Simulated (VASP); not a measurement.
Runs of VASP 6.6.1 on Pr. The structure is tetragonal, space group I4/mmm (No. 139). Conventional cell: a = 4.389 Å, b = 4.389 Å, c = 3.772 Å, α = 90.00°, β = 90.00°, γ = 90.00°. Around Pr (site symmetry 4/mmm) lie 10 Pr at 3.63 to 3.77 Å. This isn't the form of Pr at room conditions, which is double hcp.

```tsv
level	potentials or basis	cell	k mesh	cutoff (eV)	smearing	gap on the mesh (eV)	pressure (GPa)	moment (μB)
PBE	VASP PAW PBE potentials, release 64 (Pr)	as given	11 × 11 × 11	900	gaussian 0.05 eV	none	-1.6	2.97
PBE	VASP PAW PBE potentials, release 64 (Pr)	cell strained at random at fixed volume	9 × 9 × 9	520	fermi-dirac 0.05 eV	none	-1.2	2.87
PBE	VASP PAW PBE potentials, release 64 (Pr)	as given	9 × 9 × 9	520	gaussian 0.1 eV	none	(b)	(a)
PBEsol	VASP PAW PBE potentials, release 64 (Pr_3), 4f in core	as given	9 × 9 × 9	520	gaussian 0.1 eV	none	-2.2	0.00
```

Alike in all rows: task single point; spin collinear, ferromagnetic start.

Estimate the missing entries.

(a) 2.88; (b) -1.5.

Caveats: the magnetic or orbital state may not be the lowest; spin-orbit coupling is left out, which moves the levels of the heavy elements; the PAW data sets were made with another functional, which shifts forces and pressure a little (some runs); the 4f electrons are frozen in the core as for a trivalent ion, so they carry no moment and show no levels (some runs).

A k mesh can miss the band edges, and the runs leave out spin-orbit coupling on Pr.

A gap of «none» marks a metal or a gap under the smearing width.

The runs don't all hold the same shells in valence.
